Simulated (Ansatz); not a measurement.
# Ionic part of the dielectric constant of AlN at 5 GPa, mode by mode

Level of theory: DFT PBE, scalar-relativistic, plane waves, PAW in Ansatz. Plane waves to 420 eV; Γ-centred k mesh 10×10×10; fixed occupations. No spin polarisation. Phonons by linear response, acoustic sum rule imposed.

It takes space group F-43m (No. 216, cubic). The conventional cell has a = 4.367 Å, b = 4.367 Å, c = 4.367 Å, α = 90.00°, β = 90.00°, γ = 90.00°. Al (site symmetry -43m) is surrounded by 4 N at 1.89 Å. N (site symmetry -43m) is surrounded by 4 Al at 1.89 Å.

Other phases may be more stable at this pressure.

The primitive cell has V = 20.82 Å³ and ε∞,zz = 4.577. Each polar mode adds Δε = (4.92064×10⁷/V)·S/ν² along z, with S its oscillator strength in e²/amu, ν in cm⁻¹ and V in Å³.

Question: From these modes, find each Δε and ε0,zz.
```
ν (cm⁻¹) S_zz (e²/amu)
   657.6         0.7032
```

Answer:
| ν (cm⁻¹) | Δε |
| --- | --- |
| 657.6 | 3.84 |

The sum is 3.842, so ε0,zz = 8.42; the run's tensor has 8.42.

Question: Where do the longitudinal modes lie for a wave vector along z?

Answer: At 892 cm⁻¹. The Lyddane–Sachs–Teller product Π(ν_LO/ν_TO)² = 1.84 matches ε0/ε∞ = 1.84.

This zinc-blende form isn't the usual stable structure of the compound at low pressure.

Cost: 1 run of about 0.18 core-minutes, on AMD EPYC 9R45 (Zen 5) (shared hosts).